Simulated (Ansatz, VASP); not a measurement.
**Two plane-wave programs on BN**

File INCAR:

```
SYSTEM = BN
PREC     = Accurate       ! precision mode
ENCUT    = 520            ! plane-wave cutoff, eV
EDIFF    = 1E-7           ! SCF threshold, eV
ISMEAR   = -1             ! smearing method
SIGMA    = 0.1            ! smearing width, eV
LREAL    = .FALSE.        ! projectors in reciprocal space
LASPH    = .TRUE.         ! aspherical terms in the spheres
NELM     = 100            ! most SCF steps
ALGO     = Normal         ! electronic algorithm
ISIF     = 2              ! what is computed and relaxed
LWAVE    = .FALSE.        ! write WAVECAR
LCHARG   = .FALSE.        ! write CHGCAR
GGA      = PE             ! functional
NBANDS   = 11             ! bands
```

Contents of KPOINTS:

```
regular mesh
0
G
  8 8 8
  0 0 0
```

Contents of POSCAR:

```
BN
1.0
    0.0000000000      1.8150000000      1.8150000000
    1.8150000000      0.0000000000      1.8150000000
    1.8150000000      1.8150000000      0.0000000000
B N
1 1
Direct
    0.0000000000      0.0000000000      0.0000000000
    0.2500000000      0.2500000000      0.2500000000
```

Input for Ansatz:

```yaml
crystal:
  lattice:
    - [0, 1.815, 1.815]
    - [1.815, 0, 1.815]
    - [1.815, 1.815, 0]
  atoms:
    - { symbol: B, position: [0, 0, 0] }
    - { symbol: "N", position: [0.25, 0.25, 0.25] }
kpoints:
  mp_grid: { grid: [8, 8, 8] }
hamiltonian:
  xc: pbe
  pseudopotentials: { kind: paw, source: ansatz }
scf:
  occupations: { method: fermi_dirac, width: 0.1 }
  convergence: { dr2_threshold: "1e-10 eV" }
  max_iter: 300
  n_bands: 20
output:
  forces: true
  stress: true
  eigenvalues: true
```

Alike in both runs: task single point; functional PBE; k mesh 8 × 8 × 8; occupations fermi-dirac, width 0.1 eV; no spin polarisation.

|  | VASP | Ansatz |
| --- | --- | --- |
| version | VASP 6.6.1 | Ansatz 0.2.0 development build |
| potentials or method | VASP PAW PBE potentials, release 64 (B, N) | plane waves, PAW datasets (hand-made set) |
| plane-wave cutoff (eV) | 520 | 870 |
| valence electrons in the cell | 8 | 8 |

```tsv
	VASP	Ansatz	Ansatz less VASP
gap on the k mesh at the Fermi level (eV)	4.45	4.45	+0.008
```

The functional is the same, so the differences come from potentials, cutoffs and numerics.

A k mesh can miss the band edges. PBE gaps usually lie below the measured ones, often by a third to a half.
